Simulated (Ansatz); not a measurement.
**CsBr in Ansatz: the effect of functional**

Crystal: CsBr.

```
Cs Br
1.0
     4.41046    0.00000    0.00000
     0.00000    4.41046    0.00000
     0.00000    0.00000    4.41046
Cs Br
1 1
Direct
  0.00000 0.00000 0.00000
  0.50000 0.50000 0.50000
```

The cell comes from a database or a generator and needn't be the stable form of this composition.

The cell isn't the ideal one: volume scaled by 1.06.

Alike in all runs:

```yaml
Program: Ansatz 0.2.0
Task: single point
Potentials_or_basis: Ansatz PAW
k_mesh: 6 × 6 × 6
Occupations: fermi-dirac, width 0.05 eV
Spin: no spin polarisation
```

```csv
functional,cutoff,gap on the mesh (eV),pressure (GPa)
r2SCAN,500 eV (not typed: the program's choice for these potentials),4.94,-0.8
LDA,420 eV (not typed: the program's choice for these potentials),?,?
PBEsol,420 eV (not typed: the program's choice for these potentials),4.03,-1.4
```

**Question.** What does the run with functional LDA give?

**Answer.** gap on the mesh 3.81 eV; pressure -2.4 GPa.

Caveats: spin-orbit coupling is left out, which moves the levels of the heavy elements; the PAW data sets come from PBE, with cores solved anew for the run's functional, which leaves a small shift of forces and pressure.

A k mesh can miss the band edges.
